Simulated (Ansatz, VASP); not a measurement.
## NaCl: VASP beside Ansatz

```
CELL_PARAMETERS angstrom
2.99843 0.00000 0.00000
0.00000 2.99843 0.00000
0.00000 0.00000 2.99843
ATOMIC_POSITIONS crystal
Na 0.00000 0.00000 0.00000
Cl 0.50000 0.50000 0.50000
```

Measurements of this composition are mostly on another form, of space group No. 225.

Alike in both runs: functional PBEsol; k mesh 6 × 6 × 6; occupations gaussian, width 0.02 eV; no spin polarisation.

Ansatz relaxed the structure, and its values are those at the end. VASP's run is a single point on that final structure, the one shown.

```csv
,VASP,Ansatz
version,VASP 6.6.1,Ansatz 0.2.0
potentials or method,"VASP PAW PBE potentials, release 64 (Na_pv, Cl)","scalar-relativistic, plane waves, PAW"
plane-wave cutoff (eV),520,600
valence electrons in the cell,14,16
```

|  | VASP | Ansatz | Ansatz less VASP |
| --- | --- | --- | --- |
| gap on the k mesh at the Fermi level (eV) | 4.70 | 4.66 | -0.042 |
| least direct gap on the mesh (eV) | 4.70 | 4.66 | -0.042 |

With one functional, cell and mesh, what is left measures potentials, basis and numerics. The two sets of potentials don't hold the same shells in valence.

 A hybrid or GW would open this gap; PBEsol tends to underestimate it. A k mesh can miss the band edges.
